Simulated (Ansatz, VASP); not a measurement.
**Cross-check of In2Ni3Se2 between VASP and Ansatz**

One calculation is typed for both programs; each brings its own data sets and cutoff. How far apart do they land?

Method: plane waves, with VASP 6.6.1 beside it; relaxation of cell and atoms at r2SCAN with rVV10, in Ansatz 0.2.0.

## 1. Starting point

It takes space group R-3m (No. 166, trigonal). Conventional cell: a = 5.420 Å, b = 5.420 Å, c = 14.152 Å, α = 90.00°, β = 90.00°, γ = 120.00°. In has 6 Ni at 2.83 Å and 6 Se at 3.21 Å nearest. Nearest to In lie 6 Ni at 2.71 Å and 2 Se at 3.07 Å. Ni has 2 Se at 2.27 Å nearest. Nearest to Se lie 3 Ni at 2.27 Å and 4 In at 3.07 to 3.21 Å. Farther neighbours and most contacts between anions are not listed.

Coordinates:

```
In Ni Se
1.0
     2.71008    1.56467    4.71746
    -2.71008    1.56467    4.71746
     0.00000   -3.12933    4.71746
In Ni Se
2 3 2
Cartesian
  0.0000 0.0000 0.0000
  0.0000 0.0000 7.0762
  0.0000 -1.5647 2.3587
  -1.3550 0.7823 2.3587
  1.3550 0.7823 2.3587
  0.0000 0.0000 4.0022
  0.0000 0.0000 10.1502
```

## 2. VASP: relaxation of cell and atoms, r2SCAN with rVV10

The relaxed volume is the usual yardstick between codes: its relative difference is about their pressure difference at one cell divided by the bulk modulus.

Lines of VASP's logs that name or quote its potential files are left out, and so is its time.

File INCAR:

```
SYSTEM = In2Ni3Se2
PREC = Accurate
ENCUT = 520
EDIFF = 1E-06
NELM = 100
ISMEAR = -1
SIGMA = 0.05
LREAL = .FALSE.
ALGO = Normal
METAGGA = R2SCAN
LUSE_VDW = .TRUE.
IVDW_NL = 2
BPARAM = 11.95
CPARAM = 0.0093
LASPH = .TRUE.
NBANDS = 47
ISPIN = 2
MAGMOM = 0 0 1 1 1 0 0
LMAXMIX = 4
LORBIT = 11
LWAVE = .FALSE.
LCHARG = .FALSE.
KPAR = 8
IBRION = 2
NSW = 60
ISIF = 3
EDIFFG = -0.01
```

File POSCAR:

```
In2Ni3Se2
1.0
    2.7100825649      1.5646668984      4.7174557328
   -2.7100825649      1.5646668984      4.7174557328
    0.0000000000     -3.1293337967      4.7174557328
In Ni Se
2 3 2
Direct
    0.0000000000      0.0000000000      0.0000000000
    0.5000000000      0.5000000000      0.5000000000
    0.0000000000      0.0000000000      0.5000000000
    0.0000000000      0.5000000000      0.0000000000
    0.5000000000      0.0000000000      0.0000000000
    0.2827914800      0.2827914800      0.2827914800
    0.7172085200      0.7172085200      0.7172085200
```

File KPOINTS:

```
Automatic mesh
0
Gamma
5 5 5
0 0 0
```

Potentials, in the order of the species: In_d, Ni and Se (PBE family, release 64).

Run with:

```bash
$ mpirun -np 8 vasp_std
```

Numbers of over 12 decimals in the logs are rounded to 6 here.

Output:

```text
[banner, memory and clock lines left out]
running    8 mpi-ranks, on    1 nodes
 distrk:  each k-point on    1 cores,    8 groups
 distr:  one band on    1 cores,    1 groups

 POSCAR found type information on POSCAR InNiSe
 POSCAR found :  3 types and       7 ions
|                                                                             |
|           W    W    AA    RRRRR   N    N  II  N    N   GGGG   !!!           |
|           W    W   A  A   R    R  NN   N  II  NN   N  G    G  !!!           |
|           W    W  A    A  R    R  N N  N  II  N N  N  G       !!!           |
|           W WW W  AAAAAA  RRRRR   N  N N  II  N  N N  G  GGG   !            |
|           WW  WW  A    A  R   R   N   NN  II  N   NN  G    G                |
|           W    W  A    A  R    R  N    N  II  N    N   GGGG   !!!           |
|                                                                             |
|     For optimal performance we recommend to set                             |
|       NCORE = 2 up to number-of-cores-per-socket                            |
|     NCORE specifies how many cores store one orbital (NPAR=cpu/NCORE).      |
|     This setting can greatly improve the performance of VASP for DFT.       |
|     The default, NCORE=1 might be grossly inefficient on modern             |
|     multi-core architectures or massively parallel machines. Do your        |
|     Unfortunately you need to use the default for GW and RPA                |
|     calculations (for HF NCORE is supported but not extensively tested      |
|     yet).                                                                   |
|                                                                             |

|                                                                             |
|               ----> ADVICE to this user running VASP <----                  |
|                                                                             |
|     You have switched on vdW-DFT.                                           |
|     This routine was written and supplied by Jiri Klimes. We recommend      |
|     that you carefully read and cite the following publications:            |
|       J. Klimes, D.R. Bowler, A. Michelides                                 |
|          J. Phys.: Cond Matt. 22 022201 (2010)                              |
|       J. Klimes, D.R. Bowler, A. Michelides                                 |
|          Phys. Rev. B. 83, 195131 (2011)                                    |
|     and references therein.                                                 |
|                                                                             |

|                                                                             |
|               ----> ADVICE to this user running VASP <----                  |
|                                                                             |
|     You enforced a specific xc type in the INCAR file but a different       |
|     [... a line on the potential file left out ...]
|     I HOPE YOU KNOW WHAT YOU ARE DOING!                                     |
|                                                                             |

 LDA part: xc-table for (None), standard interpolation
 POSCAR, INCAR and KPOINTS ok, starting setup
 FFT: planning ... GRIDC
 FFT: planning ... GRID_SOFT
 FFT: planning ... GRID
 WAVECAR not read
 entering main loop
       N       E                     dE             d eps       ncg     rms          rms(c)
Total rVV10 correction in eV:      1.7028859    76.8083963
Total rVV10 correction in eV:      1.7028859    76.8083963
Total rVV10 correction in eV:      1.7028859    76.8083963
Total rVV10 correction in eV:      1.7028859    76.8083963
Total rVV10 correction in eV:      1.7028859    76.8083963
Total rVV10 correction in eV:      1.7028859    76.8083963
Total rVV10 correction in eV:      1.7028859    76.8083963
Total rVV10 correction in eV:      1.7028859    76.8083963
DAV:   1     0.566832224838E+03    0.56683E+03   -0.30338E+04  3572   0.192E+03
DAV:   2    -0.331422054787E+02   -0.59997E+03   -0.57295E+03  3572   0.467E+02
DAV:   3    -0.119214989447E+03   -0.86073E+02   -0.82539E+02  3909   0.188E+02
DAV:   4    -0.123824914428E+03   -0.46099E+01   -0.45679E+01  4169   0.433E+01
DAV:   5    -0.124013171387E+03   -0.18826E+00   -0.18819E+00  5542   0.826E+00    0.205E+01
Total rVV10 correction in eV:      1.6409506    76.8083993
Total rVV10 correction in eV:      1.6409506    76.8083993
[...]
Total rVV10 correction in eV:      1.6671264    76.8083986
Total rVV10 correction in eV:      1.6671264    76.8083986
Total rVV10 correction in eV:      1.6671264    76.8083986
Total rVV10 correction in eV:      1.6671264    76.8083986
Total rVV10 correction in eV:      1.6671264    76.8083986
Total rVV10 correction in eV:      1.6671264    76.8083986
Total rVV10 correction in eV:      1.6671264    76.8083986
Total rVV10 correction in eV:      1.6671264    76.8083986
DAV:   1    -0.110533516968E+03   -0.18375E-02   -0.48797E-02  4414   0.190E+00    0.375E-01
Total rVV10 correction in eV:      1.6656562    76.8083985
Total rVV10 correction in eV:      1.6656562    76.8083985
Total rVV10 correction in eV:      1.6656562    76.8083985
Total rVV10 correction in eV:      1.6656562    76.8083985
[...]
Total rVV10 correction in eV:      1.6660703    76.8083985
Total rVV10 correction in eV:      1.6660703    76.8083985
Total rVV10 correction in eV:      1.6660703    76.8083985
Total rVV10 correction in eV:      1.6660703    76.8083985
Total rVV10 correction in eV:      1.6660703    76.8083985
Total rVV10 correction in eV:      1.6660703    76.8083985
Total rVV10 correction in eV:      1.6660703    76.8083985
Total rVV10 correction in eV:      1.6660703    76.8083985
DAV:   7    -0.110531781396E+03    0.12770E-05   -0.28417E-06  3250   0.134E-02    0.709E-03
Total rVV10 correction in eV:      1.6660777    76.8083985
Total rVV10 correction in eV:      1.6660777    76.8083985
Total rVV10 correction in eV:      1.6660777    76.8083985
Total rVV10 correction in eV:      1.6660777    76.8083985
Total rVV10 correction in eV:      1.6660777    76.8083985
Total rVV10 correction in eV:      1.6660777    76.8083985
Total rVV10 correction in eV:      1.6660777    76.8083985
Total rVV10 correction in eV:      1.6660777    76.8083985
DAV:   8    -0.110531780571E+03    0.82538E-06   -0.73162E-07  2269   0.932E-03
Total rVV10 correction in eV:      1.6660594    76.8083985
Total rVV10 correction in eV:      1.6660594    76.8083985
Total rVV10 correction in eV:      1.6660594    76.8083985
Total rVV10 correction in eV:      1.6660594    76.8083985
Total rVV10 correction in eV:      1.6660594    76.8083985
Total rVV10 correction in eV:      1.6660594    76.8083985
Total rVV10 correction in eV:      1.6660594    76.8083985
Total rVV10 correction in eV:      1.6660594    76.8083985
Total rVV10 correction in eV:      1.6660771    76.8083985
Total rVV10 correction in eV:      1.6660771    76.8083985
Total rVV10 correction in eV:      1.6660771    76.8083985
Total rVV10 correction in eV:      1.6660771    76.8083985
Total rVV10 correction in eV:      1.6660771    76.8083985
Total rVV10 correction in eV:      1.6660771    76.8083985
Total rVV10 correction in eV:      1.6660771    76.8083985
Total rVV10 correction in eV:      1.6660771    76.8083985
   6 F= -.11053178E+03 E0= -.11051974E+03  d E =-.676463E-03  mag=     0.0000
 curvature:  -0.92 expect dE=-0.425E-04 dE for cont linesearch -0.321E-05
 ZBRENT: interpolating
 opt :   1.6154  next Energy=  -110.531783 (dE=-0.679E-03)
 bond charge predicted
       N       E                     dE             d eps       ncg     rms          rms(c)
Total rVV10 correction in eV:      1.6661085    76.8083985
Total rVV10 correction in eV:      1.6661085    76.8083985
Total rVV10 correction in eV:      1.6661085    76.8083985
Total rVV10 correction in eV:      1.6661085    76.8083985
Total rVV10 correction in eV:      1.6661085    76.8083985
Total rVV10 correction in eV:      1.6661085    76.8083985
Total rVV10 correction in eV:      1.6661085    76.8083985
Total rVV10 correction in eV:      1.6661085    76.8083985
DAV:   1    -0.110531814209E+03   -0.32813E-04   -0.74005E-04  4476   0.238E-01    0.460E-02
Total rVV10 correction in eV:      1.6662882    76.8083985
Total rVV10 correction in eV:      1.6662882    76.8083985
Total rVV10 correction in eV:      1.6662882    76.8083985
Total rVV10 correction in eV:      1.6662882    76.8083985
Total rVV10 correction in eV:      1.6662882    76.8083985
Total rVV10 correction in eV:      1.6662882    76.8083985
Total rVV10 correction in eV:      1.6662882    76.8083985
Total rVV10 correction in eV:      1.6662882    76.8083985
DAV:   2    -0.110531837195E+03   -0.22986E-04   -0.31260E-04  4326   0.228E-01    0.586E-02
Total rVV10 correction in eV:      1.6662175    76.8083985
Total rVV10 correction in eV:      1.6662175    76.8083985
Total rVV10 correction in eV:      1.6662175    76.8083985
Total rVV10 correction in eV:      1.6662175    76.8083985
Total rVV10 correction in eV:      1.6662175    76.8083985
Total rVV10 correction in eV:      1.6662175    76.8083985
Total rVV10 correction in eV:      1.6662175    76.8083985
Total rVV10 correction in eV:      1.6662175    76.8083985
DAV:   3    -0.110531791060E+03    0.46135E-04   -0.12282E-04  4180   0.157E-01    0.131E-02
Total rVV10 correction in eV:      1.6662497    76.8083985
Total rVV10 correction in eV:      1.6662497    76.8083985
Total rVV10 correction in eV:      1.6662497    76.8083985
Total rVV10 correction in eV:      1.6662497    76.8083985
Total rVV10 correction in eV:      1.6662497    76.8083985
Total rVV10 correction in eV:      1.6662497    76.8083985
Total rVV10 correction in eV:      1.6662497    76.8083985
Total rVV10 correction in eV:      1.6662497    76.8083985
DAV:   4    -0.110531788906E+03    0.21546E-05   -0.10788E-05  4404   0.292E-02    0.520E-03
Total rVV10 correction in eV:      1.6662372    76.8083985
Total rVV10 correction in eV:      1.6662372    76.8083985
Total rVV10 correction in eV:      1.6662372    76.8083985
Total rVV10 correction in eV:      1.6662372    76.8083985
Total rVV10 correction in eV:      1.6662372    76.8083985
Total rVV10 correction in eV:      1.6662372    76.8083985
Total rVV10 correction in eV:      1.6662372    76.8083985
Total rVV10 correction in eV:      1.6662372    76.8083985
DAV:   5    -0.110531788002E+03    0.90423E-06   -0.10158E-06  2187   0.128E-02
Total rVV10 correction in eV:      1.6662231    76.8083985
Total rVV10 correction in eV:      1.6662231    76.8083985
Total rVV10 correction in eV:      1.6662231    76.8083985
Total rVV10 correction in eV:      1.6662231    76.8083985
Total rVV10 correction in eV:      1.6662231    76.8083985
Total rVV10 correction in eV:      1.6662231    76.8083985
Total rVV10 correction in eV:      1.6662231    76.8083985
Total rVV10 correction in eV:      1.6662231    76.8083985
Total rVV10 correction in eV:      1.6662337    76.8083985
Total rVV10 correction in eV:      1.6662337    76.8083985
Total rVV10 correction in eV:      1.6662337    76.8083985
Total rVV10 correction in eV:      1.6662337    76.8083985
Total rVV10 correction in eV:      1.6662337    76.8083985
Total rVV10 correction in eV:      1.6662337    76.8083985
Total rVV10 correction in eV:      1.6662337    76.8083985
Total rVV10 correction in eV:      1.6662337    76.8083985
   7 F= -.11053179E+03 E0= -.11051977E+03  d E =-.683894E-03  mag=     0.0000
 curvature:  -0.80 expect dE=-0.174E-04 dE for cont linesearch -0.735E-06
 trial: gam= 0.09389 g(F)=  0.630E-05 g(S)=  0.154E-04 ort =-0.295E-04 (trialstep = 0.105E+01)
 search vector abs. value=  0.245E-04
 reached required accuracy - stopping structural energy minimisation
```

[end of part 1 of 2]

[Lines on the potential files, build, host, timing and source positions are cut from VASP's logs without a mark.]

[Logs are printed without paths, hosts, clocks, repeated set-up lines and the standing remarks that a program may print on its own settings, such as how far it seeks lower states.]

[Hosts, paths, dates, database ids (printed as entryN), source tags and the programs' standing remarks are cut or masked in the printed files.]
